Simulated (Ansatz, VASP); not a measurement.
**One calculation of MnO, two programs**

```
Mn O
1.0
     0.00000    2.40358    2.40358
     2.40358    0.00000    2.40358
     2.40358    2.40358    0.00000
Mn O
1 1
Direct
  0.00000 0.00000 0.00000
  0.25000 0.25000 0.25000
```

Measurements of this composition are mostly on another form, of space group No. 225.

Alike in both runs: task single point; functional PBE; k mesh 9 × 9 × 9; occupations fermi-dirac, width 0.05 eV; collinear spin.

```csv
,VASP,Ansatz
version,VASP 6.6.1,Ansatz 0.2.0
potentials or method,"VASP PAW PBE potentials, release 64 (Mn_pv, O)",Ansatz PAW
plane-wave cutoff (eV),520,420
valence electrons in the cell,19,21
```

```csv
,VASP,Ansatz,Ansatz less VASP
gap on the k mesh at the Fermi level (eV),none,none,-
pressure (GPa),-0.2,-0.5,-0.32
net moment per atom (μB),2.50,2.50,0.000
size of the moment on the site where the two differ most (μB),4.43,3.98,-0.443
```

Site moments also hang on the region over which each program counts them. A gap of «none» marks a metal or a gap that the smearing closes. The two sets of potentials don't hold the same shells in valence.

Caveats: a cell with one magnetic atom can't hold antiferromagnetic order, which such compounds often take; semilocal functionals often make such compounds metallic where correlation or magnetic order opens a gap, which also shifts bond lengths; the pressure holds a Pulay correction of +0.5 GPa for the finite cutoff (Ansatz).
